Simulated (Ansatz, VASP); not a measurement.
GaSb: VASP beside Ansatz

File POSCAR:

```
GaSb
1.0
    0.0000000000      3.0035564524      3.0035564524
    3.0035564524      0.0000000000      3.0035564524
    3.0035564524      3.0035564524      0.0000000000
Ga Sb
1 1
Direct
    0.0000000000      0.0000000000      0.0000000000
    0.2500000000      0.2500000000      0.2500000000
```

The input INCAR.step1:

```
SYSTEM = GaSb
PREC = Accurate ; ENCUT = 520
ISMEAR = 0 ; SIGMA = 0.02
LREAL = .False. ; LASPH = .True.
NELM = 100 ; NBANDS = 16
GGA = PE ; ALGO = Normal
EDIFF = 1E-4 ; LWAVE = .True.
LCHARG = .False.
```

Contents of INCAR.step2:

```
SYSTEM = GaSb
PREC = Accurate ; ENCUT = 520
EDIFF = 1E-6 ; ISMEAR = 0
SIGMA = 0.02 ; LREAL = .False.
LASPH = .True. ; NELM = 100
ALGO = Normal ; ISIF = 2
LWAVE = .False. ; LCHARG = .False.
METAGGA = R2SCAN ; LMIXTAU = .True.
NBANDS = 16 ; ISTART = 1
```

KPOINTS

```
Automatic mesh
0
Gamma
  10 10 10
  0 0 0
```

Input for Ansatz:

```yaml
crystal:
  lattice:
    - [0.0, 3.0035564524, 3.0035564524]
    - [3.0035564524, 0.0, 3.0035564524]
    - [3.0035564524, 3.0035564524, 0.0]
  atoms:
    - { symbol: Ga, position: [0.0, 0.0, 0.0] }
    - { symbol: Sb, position: [0.25, 0.25, 0.25] }
basis:
  ecutwfc: 500
kpoints:
  mp_grid: { grid: [10, 10, 10] }
hamiltonian:
  xc: r2scan
scf:
  occupations: { method: gaussian, width: 0.02 }
output:
  forces: true
  stress: true
  eigenvalues: true
```

Alike in both runs: task single point; functional r2SCAN; k mesh 10 × 10 × 10; occupations gaussian, width 0.02 eV; no spin polarisation.

```csv
,VASP,Ansatz
version,VASP 6.6.1,Ansatz 0.2.0
potentials or method,"VASP PAW PBE potentials, release 64 (Ga_d, Sb)","scalar-relativistic, plane waves, PAW"
plane-wave cutoff (eV),520,500
valence electrons in the cell,18,28
```

VASP gave:

* gap on the k mesh at the Fermi level (eV): 0.81
* least direct gap on the mesh (eV): 0.87
* pressure (GPa): 3.9

Question: What did Ansatz give for the same quantities?

Answer: gap on the k mesh at the Fermi level (eV): 0.83; least direct gap on the mesh (eV): 0.89; pressure (GPa): 3.8.

The functional is the same, so the differences come from potentials, cutoffs and numerics. The two sets of potentials don't hold the same shells in valence.

Caveats: the PAW data sets were made with another functional, which shifts forces and pressure a little (VASP); spin-orbit coupling is left out, which moves the levels of the heavy elements. A k mesh can miss the band edges. r2SCAN opens gaps a little over a GGA but as a rule still falls short of measured ones.
